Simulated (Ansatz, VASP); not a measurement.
Two plane-wave programs on TePb

```
CELL_PARAMETERS angstrom
0.00000 3.23100 3.23100
3.23100 0.00000 3.23100
3.23100 3.23100 0.00000
ATOMIC_POSITIONS crystal
Pb 0.00000 0.00000 0.00000
Te 0.50000 0.50000 0.50000
```

Alike in both runs: task single point; functional RPBE; k mesh 7 × 7 × 7; occupations gaussian, width 0.1 eV; no spin polarisation.

|  | VASP | Ansatz |
| --- | --- | --- |
| version | VASP 6.6.1 | Ansatz 0.2.0 |
| potentials or method | VASP PAW PBE potentials, release 64 (Pb_d, Te) | Ansatz PAW |
| plane-wave cutoff (eV) | 520 | 420 |
| valence electrons in the cell | 20 | 30 |

```csv
,VASP,Ansatz,Ansatz less VASP
gap on the k mesh at the Fermi level (eV),1.07,1.06,-0.003
least direct gap on the mesh (eV),1.07,1.06,-0.003
pressure (GPa),3.6,3.6,+0.08
```

The two sets of potentials don't hold the same shells in valence.

Caveats: the PAW data sets were made with another functional, which shifts forces and pressure a little (VASP); the PAW data sets come from PBE, with cores solved anew for the run's functional, which leaves a small shift of forces and pressure (Ansatz). The runs have no spin-orbit coupling, so splittings on Pb, Te are missing.
